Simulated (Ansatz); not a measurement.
## SnO under changes of volume

One of the cells (17.769 Å³/atom); the others are scaled copies at fixed shape and fractional positions:

```xyz
4
Lattice="3.8137 0.0000 0.0000 0.0000 3.8137 0.0000 0.0000 0.0000 4.8869" Properties=species:S:1:pos:R:3 pbc="T T T"
Sn    1.9068    0.0000    3.7367
Sn    0.0000    1.9068    1.1503
O     0.0000    0.0000    0.0000
O     1.9068    1.9068    0.0000
```

The cell is a database's computed one.

```yaml
Program: Ansatz 0.2.0
Functional: rPW86-PBE
Dispersion: rVV10
Potentials_or_basis: Ansatz PAW
Cutoff: "420 eV (not typed: the program's choice for these potentials)"
k_mesh: 7 × 7 × 6
Occupations: fermi-dirac, width 0.05 eV
Spin: no spin polarisation
```

```tsv
volume (Å³/atom)	energy over the lowest point (meV/atom)	pressure (GPa)	gap on the mesh (eV)	largest force (eV/Å)
16.703	72.54	12.6	0.20	1.613
17.058	47.58	9.9	0.27	1.268
17.414	?	?	?	?
17.769	14.68	5.1	0.41	0.655
18.125	5.61	3.1	0.48	0.382
18.480	0.89	1.2	0.54	0.127
18.835	0.00	-0.4	0.60	0.110
```

Question: What does the run at 17.414 Å³/atom give?

Answer: Energy over the lowest point 28.50 meV/atom; pressure 7.4 GPa; gap on the mesh 0.35 eV; largest force 0.950 eV/Å.

Worked out: A Birch-Murnaghan fit of order 3 (a polynomial in V^(-2/3)) to the other rows has its minimum at 18.74 Å³/atom with B0 = V·E''(V) = 85 GPa and B' = 4.5 at fixed shape and positions, which overstates the stiffness. It gives 28.46 meV/atom at 17.414 Å³/atom, against the run's 28.50, and -dE/dV = 7.4 GPa, against 7.4. A straight line through the other rows of the gap, of slope 3.35 eV per unit of ln V, gives 0.34 eV, against the run's 0.35.

Energies are extrapolated to zero smearing.

Caveats: odd divisions of the mesh miss points on the zone boundary, where band edges often lie, so the gap on the mesh can be too wide; spin-orbit coupling is left out, which moves the levels of the heavy elements; the PAW data sets come from PBE, with cores solved anew for the run's functional, which leaves a small shift of forces and pressure; forces of over 1 eV/Å show positions far from the minimum, so gaps and moduli don't describe the material at rest (some runs).

A mesh can miss the band edges.
